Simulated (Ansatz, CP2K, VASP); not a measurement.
# TiO2: programs and potentials compared

```xyz
6
Lattice="4.5998 0.0000 0.0000 0.0000 4.5998 0.0000 0.0000 0.0000 2.9592" Properties=species:S:1:pos:R:3 pbc="T T T"
Ti    0.0000    0.0000    1.4796
Ti    2.2999    2.2999    0.0000
O     1.3998    1.3998    1.4796
O     0.9001    3.6997    0.0000
O     3.6997    0.9001    0.0000
O     3.2000    3.2000    1.4796
```

The cell is a database's computed one, not the measured one.

Alike in all runs: task single point; functional PBE; k mesh 6 × 6 × 9; occupations gaussian, width 0.014 eV; no spin polarisation; no spin-orbit coupling. Pressure is positive in compression and, in plane waves, holds the error of the finite cutoff, which Ansatz's Pulay term estimates and takes out.

| program and potentials | plane-wave cutoff (eV) | notes | pressure (GPa) |
| --- | --- | --- | --- |
| Ansatz, Ansatz PAW | 420 | Pulay term of +0.73 GPa included | 4.25 |
| CP2K, POTENTIAL_UZH Ti GTH-PBE-q12, O GTH-PBE-q6; TZVP-MOLOPT-PBE-GTH basis | - | atomic basis | 5.22 |
| VASP, PBE PAW files O, Ti_sv, 520 eV | 520 | - | 4.91 |

Force on atom 5 (O), eV/Å:

| program and potentials | x | y | z |
| --- | --- | --- | --- |
| CP2K, POTENTIAL_UZH Ti GTH-PBE-q12, O GTH-PBE-q6; TZVP-MOLOPT-PBE-GTH basis | 0.044 | -0.044 | 0.000 |
| VASP, PBE PAW files O, Ti_sv, 520 eV | -0.015 | 0.015 | 0.000 |

The pressure spans 4.25 (Ansatz, Ansatz PAW) to 5.22 GPa (CP2K, POTENTIAL_UZH Ti GTH-PBE-q12, O GTH-PBE-q6; TZVP-MOLOPT-PBE-GTH basis). Rows in atomic bases carry the error of their basis and grid, which can be large.

Differences between rows come from potentials, basis sets and numerical settings, since the functional is the same but for its coding. Runs on potential files found faulty are left out.
